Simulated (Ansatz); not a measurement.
# CuI (Marshite): properties at the relaxed cell

The task here is to estimate one member of a computed series from the others.

The COD entry's cell or inner coordinates are ideal or old and differ from later refinements, so a difference from it is no clean test against experiment.

Program: Ansatz 0.2.0. Level of theory: DFT PBE, scalar-relativistic, plane waves, PAW. These are calculated values, not measurements.

1 further run of the same task is left out (set aside as unsound or not needed).

### Starting point

The structure is cubic, space group F-43m (No. 216). Conventional cell: a = 6.078 Å, b = 6.078 Å, c = 6.078 Å, α = 90.00°, β = 90.00°, γ = 90.00°. Around Cu (site symmetry -43m) lie 4 I at 2.63 Å. Around I (site symmetry -43m) lie 4 Cu at 2.63 Å.

Structure file:

```
Cu I
1.0
     0.00000    3.03900    3.03900
     3.03900    0.00000    3.03900
     3.03900    3.03900    0.00000
Cu I
1 1
Cartesian
  1.5195 1.5195 1.5195
  0.0000 0.0000 0.0000
```

It is the result of an earlier relaxation at this level (volume 28.07 Å³/atom; gap on the mesh: 1.10 eV).

The first run:

File input.yaml:

```yaml
crystal:
  lattice:
    - [0.0, 3.0390034083, 3.0390034083]
    - [3.0390034083, 0.0, 3.0390034083]
    - [3.0390034083, 3.0390034083, 0.0]
  atoms:
    - { symbol: Cu, position: [0.25, 0.25, 0.25] }
    - { symbol: I, position: [0.0, 0.0, 0.0] }
basis:
  ecutwfc: 420
kpoints:
  mp_grid: { grid: [8, 8, 8] }
  band_path:
    path:
      - [[0.0, 0.0, 0.0], [-0.5, -0.5, 0.0], [-0.375, -0.375, 0.25]]
      - [[-0.375, 0.0, 0.375], [0.0, 0.0, 0.0], [0.0, 0.0, 0.5], [-0.5, -0.25, 0.25], [-0.5, -0.5, 0.0]]
    npoints: 14
hamiltonian:
  xc: pbe
scf:
  occupations: { method: gaussian, width: 0.02 }
  n_extra_bands: 6
output:
  forces: true
  stress: true
  eigenvalues: true
  populations: true
  dos: { projected: true, de: 0.02, nscf_kmesh: { grid: [12, 12, 12] } }
  bader: true
  write_density: true
  write_potential: true
  elf: true
  volumetric_format: npy
```

Launch:

```console
$ ansatz run input.yaml --threads 1 --pin off --max-ram 2560MiB --backend cpu --events-out ev --progress --plain --runs-dir out
```

Among the steps run: Bands, states and charges; Band edges anywhere in the zone; Levels beside the edges; The cell as listed, for comparison; The cell scaled to 0.97 of its volume; Point at V/V0 = 1.03; Volume × 0.94; Point at V/V0 = 1.06; Point at V/V0 = 0.91; Volume × 1.10; Point at V/V0 = 0.88.

One of the session's tables, all rows but one given; the rest of the session is left out.

It belongs to the step «Equation of state». 

```
volume (Å³/atom)  energy above the lowest point (meV/atom)  pressure (GPa)  gap on the mesh (eV)
          24.699                                      64.7            7.00                  1.47
          25.541                                      34.0            4.74                  1.37
          26.383                                      14.2            2.86                  1.27
          27.225                                       3.4            1.31                  1.18
          28.067                                       0.0            0.02                  1.10
          28.909                                         ?               ?                     ?
          29.751                                      10.7           -1.93                  0.96
          30.874                                      27.7           -2.88                  0.88
```

Estimate the missing values for volume (Å³/atom) = 28.909.

Worked estimate for «energy above the lowest point (meV/atom)». A straight line through the neighbours (28.067, 0.0) and (29.751, 10.7) gives 0.0 + (10.7 − 0.0) × (28.909 − 28.067) / (29.751 − 28.067) = 5.3; a parabola fitted to 4 rows on both sides gives 2.9.

As computed: energy above the lowest point (meV/atom): 2.8; pressure (GPa): -1.05; gap on the mesh (eV): 1.03. In «energy above the lowest point (meV/atom)» the line misses by +2.5 and the parabola by +0.1.
